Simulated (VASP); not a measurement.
Runs of VASP 6.6.1 on H. Symmetry: P4/mmm, No. 123, tetragonal system. Conventional cell: a = 2.650 Å, b = 2.650 Å, c = 0.980 Å, α = 90.00°, β = 90.00°, γ = 90.00°. H (site symmetry 4/mmm) has 2 H at 0.98 Å as nearest neighbours. 

| task | level | potentials or basis | cell | k mesh | cutoff (eV) | smearing | optimiser | grid for exact exchange (PRECFOCK) | exchange at q = 0 | mesh quality | gap on the mesh (eV) | pressure (GPa) |
| --- | --- | --- | --- | --- | --- | --- | --- | --- | --- | --- | --- | --- |
| relaxation of cell and atoms | RPBE+D3(BJ) | VASP PAW PBE potentials, release 64 (H) | relaxed | 10 × 10 × 26 | 600 | fermi-dirac 0.1 eV | BFGSLineSearch | - | - | not flagged | none | -0.1 |
| optical spectrum | HF+D4 | VASP PAW PBE potentials, release 64 (H) | volume scaled by 1.25 | 5 × 5 × 13 | 520 | gaussian 0.05 eV | - | Fast | truncated | coarse | none | (a) |
| band structure | SCAN+MBD | VASP PAW PBE potentials, release 54 (H) | as given | 10 × 10 × 26 | 520 | fermi-dirac 0.1 eV | - | - | - | not flagged | - | -0.5 |
| single point | PBEsol | VASP PAW PBE potentials, release 64 (H_GW) | as given | 10 × 10 × 26 | 550 | gaussian 0.1 eV | - | - | - | not flagged | none | 1.1 |
| density of states | LAK | VASP PAW PBE potentials, release 64 (H) | as given | 10 × 10 × 26 | 520 | gaussian 0.05 eV | - | - | - | not flagged | none | -0.5 |

Alike in all rows: no spin polarisation.

**Question.** Estimate the missing entries.

**Answer.** (a) -9.6.

Caveats: some runs use coarse meshes; the PAW data sets were made with another functional, which shifts forces and pressure a little; pairwise dispersion overbinds metals, which lowers pressure and volume (some runs); spectra need much finer meshes, so this one isn't converged (some runs); these spectra lack excitons (some runs); the intraband (Drude) part of a metal's response may be missing (some runs).

A gap of «none» marks a metal or a gap under the smearing width.

Runs at the PBE level aren't shown here.
